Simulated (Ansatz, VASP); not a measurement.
Two plane-wave programs on SrTiO3 (Tausonite)

```
Sr Ti O
1.0
     3.97540    0.00000    0.00000
     0.00000    3.97540    0.00000
     0.00000    0.00000    3.97540
Sr Ti O
1 1 3
Direct
  0.50000 0.50000 0.50000
  0.00000 0.00000 0.00000
  0.50000 0.00000 0.00000
  0.00000 0.50000 0.00000
  0.00000 0.00000 0.50000
```

Alike in both runs: task single point; functional PBE; k mesh 6 × 6 × 6; no spin polarisation.

|  | VASP | Ansatz |
| --- | --- | --- |
| version | VASP 6.6.1 | Ansatz 0.2.0 |
| potentials or method | VASP PAW PBE potentials, release 64 (Sr_sv, Ti_sv, O) | plane waves, PAW |
| plane-wave cutoff (eV) | 520 | 420 |
| occupations | gaussian, width 0.01 eV | fixed |
| valence electrons in the cell | 40 | 40 |

```csv
,VASP,Ansatz,Ansatz less VASP
gap on the k mesh at the Fermi level (eV),1.75,1.78,+0.029
pressure (GPa),-4.1,-4.7,-0.60
```

A k mesh can miss the band edges.
